Tin dioxide in its rutile form, with the six atoms of the cell held at the same places in every row. Only the density functional changes, along with the atomic data sets ("potentials") that go with it. The gap on path is the distance from the highest filled to the lowest empty level along the band path. The direct gap on path is the smallest such distance at a single k point.

GPAW 26.7.0, plane-wave PAW DFT of rutile SnO₂ in a fixed 6-atom cell, with an 800 eV cutoff, a 4 × 4 × 5 k mesh for the self-consistent density and Fermi-Dirac smearing of 0.05 eV. Spin-orbit coupling is added after self-consistency by second variation, for SCAN and r2SCAN without the xc potential.

```
functional                                           potentials  gap on path (eV)  direct gap on path (eV)
       LDA                 GPAW-PAW-data-sets-(gpaw-data-1.2.1)             1.160                    1.160
    PBEsol  PAW-data-sets-made-by gpaw-setup-for-the-functional             1.207                    1.207
    r2SCAN                 GPAW-PAW-data-sets-(gpaw-data-1.2.1)             2.021                    2.021
      OLYP  PAW-data-sets-made-by gpaw-setup-for-the-functional             1.493                    1.493
    PBEint  PAW-data-sets-made-by gpaw-setup-for-the-functional             1.250                    1.250
      PW91  PAW-data-sets-made-by gpaw-setup-for-the-functional             1.297                    1.297
      SCAN                 GPAW-PAW-data-sets-(gpaw-data-1.2.1)             1.936                    1.936
        WC  PAW-data-sets-made-by gpaw-setup-for-the-functional             1.200                    1.200
optPBE-vdW                 GPAW-PAW-data-sets-(gpaw-data-1.2.1)             1.464                    1.464
```

1. Between which states does the gap lie?

The two gap columns agree in every row, so the highest filled and the lowest empty level sit at the same k point. From the known band structure of SnO₂ this is Γ, the centre of the zone. The filled edge there is made of O 2p orbitals, and the empty edge is mainly Sn 5s with some O mixed in. A functional changes the gap when it treats these two kinds of state differently.

2. What does a gradient correction do to the gap?

It opens it, in this fixed cell by 0.04 to 0.33 eV. LDA, which sees only the local density, gives the smallest gap, 1.160 eV. PBEsol and WC, whose gradient corrections are weak, add only about 0.04 to 0.05 eV, and PW91, with a stronger one, adds 0.14 eV. OLYP, built from a different exchange and correlation form, adds the most of the five gradient-corrected functionals, 0.33 eV. optPBE-vdW adds 0.30 eV; it contains nonlocal correlation of its own, and no separate dispersion correction was added. PBEint is built to pass from PBEsol-like behaviour at small gradients to PBE-like behaviour at large ones, and its gap falls between those of PBEsol and PW91.

A gradient correction lowers the total energy where the density varies steeply, but it need not lower the orbital levels. In free atoms these functionals are expected to raise both the O 2p and the Sn 5s level, and for PW91 and OLYP the Sn 5s level more. A plausible reading is therefore that the gap opens because the empty edge is pushed up further than the filled one. The table doesn't test this division, because the absolute level energies of different rows have no established common zero.

3. Why do SCAN and r2SCAN stand apart?

The seven other functionals spread over 0.33 eV. The next step, from OLYP up to SCAN, is 0.44 eV, larger than that whole spread. The nine rows are a selection of functionals, so the step proves nothing alone, but it suggests that something other than a stronger gradient correction is at work.

SCAN and r2SCAN also use the kinetic energy density, which is computed from the orbitals themselves. Their potential then acts differently on different orbitals, whereas LDA and the gradient-corrected functionals give all orbitals one common potential. With a common potential the band gap misses the jump that the exact potential makes when an electron is added, the derivative discontinuity. An orbital-dependent potential can carry part of that jump into the band gap. This is established theory; a SCAN run with a common potential would show how much of the step it explains here, and the table has none.

4. Gap and pressure rise together from LDA to OLYP. Does pressure open the gap?

The same runs give the pressure of the fixed cell; a positive value means that the cell would expand if it were free. For LDA and the five gradient-corrected functionals WC, PBEsol, PBEint, PW91 and OLYP, the order by pressure is also the order by gap, with WC and PBEsol nearly tied in both. Yet the atoms never move, so pressure can't be the cause. Both quantities respond to the change of functional. SCAN and r2SCAN break the pattern, with the largest gaps at pressures of only 1 to 2 GPa.

5. Would the order survive if each functional chose its own cell?

The table has no relaxed cells, but the pressures allow an estimate. Compression widens the gap of SnO₂, because closer Sn–O contact pushes the antibonding empty edge up. LDA would shrink its cell and gain gap, while PW91 would expand its cell and lose some. To first order,

relaxed gap ≈ gap in the fixed cell − c × p

where p is the pressure in the fixed cell and c is the rise of the gap per GPa of compression. If c is the same for both functionals, LDA and PW91 change places at

c = (1.297 − 1.160) eV / (8.628 + 2.826) GPa ≈ 0.012 eV/GPa = 12 meV/GPa.

The measured coefficient, roughly recalled, is a few tens of meV per GPa. The order of LDA and PW91 would thus probably reverse. For LDA and OLYP the break-even value is about 25 meV/GPa, nearer to the recalled size, so a reversal there is less certain. For LDA and SCAN it is near 200 meV/GPa, so SCAN should keep its lead. The estimate leaves out that the O atoms carry residual forces and that the stress differs along a and c, both by amounts that change with the functional. The output below gives these break-even values with the other differences.

6. Which digits can be trusted?

WC and PBEsol differ by 7 meV, and that is no basis for ranking them. Their atomic data sets were generated separately, the k mesh is coarse, and no run tests what either does to the gap. Spin-orbit splittings are flagged as too wide in all rows, but in the two runs that print the gap with this coupling, PBEsol and WC, it stays the same to within 0.1 meV.

The 0.085 eV between r2SCAN and SCAN also needs care. Both, like optPBE-vdW, were run with atomic cores made for another functional, and the effect of that on the gap is untested. The same doubt touches the size of the step in question 3, which should be read as a few tenths of an eV and no finer. SCAN is also known to be sensitive to the numerical grid, and its run shows a sign of this: the forces on O atoms that symmetry makes equivalent differ by about 3 %, a larger mismatch than in any other row.

7. Can any of these gaps set the transparency window of an SnO₂ electrode?

No. Visible photons carry about 1.6 to 3.1 eV, and all nine gaps lie below the upper end of that range. Taken as absorption edges, they would have a clear electrode material absorb visible light. The measured gap is roughly 3.6 eV, a recalled value, and even r2SCAN falls short of it by about 1.6 eV. Temperature and zero-point motion are missing from the calculation, but they normally narrow a gap of this kind, so including them wouldn't close the distance. The main fault lies in the functionals.

A correct gap would still not be the whole answer for an optical film. In SnO₂ the transition between the two band edges is forbidden for ordinary dipole absorption, so strong absorption begins above the gap.

For work on SnO₂ contacts and electrodes, a practical rule follows. State whether the cell was fixed or relaxed before comparing LDA with a gradient-corrected functional, because, by the estimate in question 5, that choice may reverse their order. Read the higher gap of SCAN or r2SCAN as most likely a difference between kinds of functional, with the untested effect of the atomic cores in mind, and take the gap itself from a method made for excitation energies, such as GW, whose one-shot form still depends on the functional it starts from.

The analysis program printed:

```
Gaps and distances:
         row  gap (eV)  above LDA (eV)  short of rough 3.6 eV (eV)  share of rough 3.6 eV (%)
         LDA      1.16               0                        2.44                      32.22
      PBEsol     1.207           0.047                       2.393                      33.53
      r2SCAN     2.021           0.861                       1.579                      56.14
        OLYP     1.493           0.333                       2.107                      41.47
      PBEint      1.25            0.09                        2.35                      34.72
        PW91     1.297           0.137                       2.303                      36.03
        SCAN     1.936           0.776                       1.664                      53.78
          WC       1.2            0.04                         2.4                      33.33
  optPBE-vdW     1.464           0.304                       2.136                      40.67
Spread of the seven rows without SCAN and r2SCAN (eV): 0.333
Step from the highest of these seven to SCAN (eV): 0.443
r2SCAN less SCAN (eV): 0.085
PBEsol less WC (meV): 7
PBEint less PBEsol (meV): 43
PW91 less PBEint (meV): 47
OLYP less optPBE-vdW (meV): 29
Pressure of LDA in the fixed cell (GPa): -2.826
Pressure of PW91 in the fixed cell (GPa): 8.628
Pressure of OLYP in the fixed cell (GPa): 10.53
Pressure of SCAN in the fixed cell (GPa): 1.126
Pressure of r2SCAN in the fixed cell (GPa): 1.806
Rank correlation of gap and pressure, LDA and five GGAs: 1
Rank correlation of gap and pressure, SCAN and r2SCAN added: 0.1667
Pressure coefficient at which LDA and PW91 change places (meV/GPa): 11.96
Pressure coefficient at which LDA and OLYP change places (meV/GPa): 24.94
Pressure coefficient at which LDA and SCAN change places (meV/GPa): 196.4
Rows with a gap below 1.6 eV, red end of visible light: 7
Rows with a gap below 3.1 eV, violet end of visible light: 9
```
